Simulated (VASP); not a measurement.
Input of a VASP 6.6.1 run:

Contents of run.py:

```python
from ase.calculators.vasp import Vasp
from ase.dft.bandgap import bandgap
from ase.io import read

atoms = read('GaAs.cif')
calc = Vasp(
    directory='calc',
    xc='pbesol',
    pp='PBE',
    setups='materialsproject',
    prec='Accurate',
    encut=520,
    ediff=1e-06,
    ismear=0,
    sigma=0.05,
    lreal=False,
    lasph=True,
    nelm=60,
    algo='Normal',
    isif=2,
    lwave=False,
    lcharg=True,
    lelf=True,
    lvhar=True,
    kpts=[8, 8, 8],
    gamma=True,
    nbands=16,
)
atoms.calc = calc

print('energy (eV):', atoms.get_potential_energy())
print('free energy (eV):', atoms.get_potential_energy(force_consistent=True))
print('forces (eV/A):')
print(atoms.get_forces())
print('stress (eV/A^3, Voigt):', atoms.get_stress())
print('Fermi level (eV):', calc.get_fermi_level())
gap, top, bottom = bandgap(calc)
print('band gap (eV):', gap, 'from (spin, k, band)', top, 'to', bottom)
```

File GaAs.cif:

```cif
data_GaAs
_cell_length_a 3.99776961
_cell_length_b 3.99776961
_cell_length_c 3.99776961
_cell_angle_alpha 60.00000000
_cell_angle_beta 60.00000000
_cell_angle_gamma 60.00000000
_space_group_name_H-M_alt 'P1'
_space_group_name_Hall 'P 1'
_space_group_IT_number 1
loop_
_space_group_symop_operation_xyz
'x,y,z'
loop_
_atom_site_label
_atom_site_type_symbol
_atom_site_symmetry_multiplicity
_atom_site_Wyckoff_symbol
_atom_site_fract_x
_atom_site_fract_y
_atom_site_fract_z
_atom_site_occupancy
As1 As 1 a 0.7500000000 0.7500000000 0.7500000000 1
Ga1 Ga 1 a 0.0000000000 0.0000000000 0.0000000000 1
```

Potentials or basis: VASP PAW PBE potentials, release 64 (As, Ga_d).

Launch:

```sh
$ python run.py
```

Q: Estimate the pressure.

A: 0.3 GPa.

Q: Predict the band gap on the k mesh.

A: 0.46 eV, direct.

Caveat: the PAW data sets were made with another functional, which shifts forces and pressure a little.

**What was measured.**

From “Evidence of valence band perturbations in GaAsN/GaAs(001): A combined variable-angle spectroscopic ellipsometry and modulated photoreflectance investigation”, 2008, arxiv:0805.2212, for a bulk crystal of GaAs at 300 K: band gap 1.412 ± 0.01 eV (direct).

Measured gap of GaAs: 1.412 eV (direct; 300 K; “Evidence of valence band perturbations in GaAsN/GaAs(001): A combined variable-angle spectroscopic ellipsometry and modulated photoreflectance investigation”, 2008, arxiv:0805.2212). This calculation gives 0.46 eV (-0.96 eV). 3 values of this kind are on record (1.412 to 1.51 eV); this one was drawn at random among those near their median, those with a stated uncertainty first. Spin-orbit coupling on As, Ga is left out. The value is that of PBEsol on a finite k mesh, which can miss the band edges, without temperature or zero-point motion. Semilocal functionals fall short of measured gaps as a rule.
